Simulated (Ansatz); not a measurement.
Take ZrO₂ in the fluorite structure (space group Fm-3m, No. 225; a = 5.089 Å) as the base. Axes: x, y, z lie along the cube axes.

Computed with Ansatz (a program for electronic structure) r2SCAN, scalar-relativistic without spin-orbit coupling, earlier PAW set.

For the base:

The smallest direct gap is 4.29 eV and the shortest interatomic distance is 2.204 Å.

The change: tensile biaxial strain of 2.90 % in the plane normal to [110], as in epitaxy on a mismatched substrate; the out-of-plane cell vector and the atoms relax.

Question: Estimate the effect on the smallest direct gap, shortest interatomic distance and ratio −ε⊥/ε∥.

Answer: The smallest direct gap shrinks by 0.29 eV (4.29 eV → 4.00 eV); the shortest interatomic distance shrinks by 0.005 Å, from 2.204 Å to 2.199 Å; the ratio −ε⊥/ε∥ is 0.86.

A biaxial case was relaxed in a doubled cell and then solved in the primitive one. No phonon test of stability was made. This is not the structure that ZrO2 has at room temperature and ambient pressure.
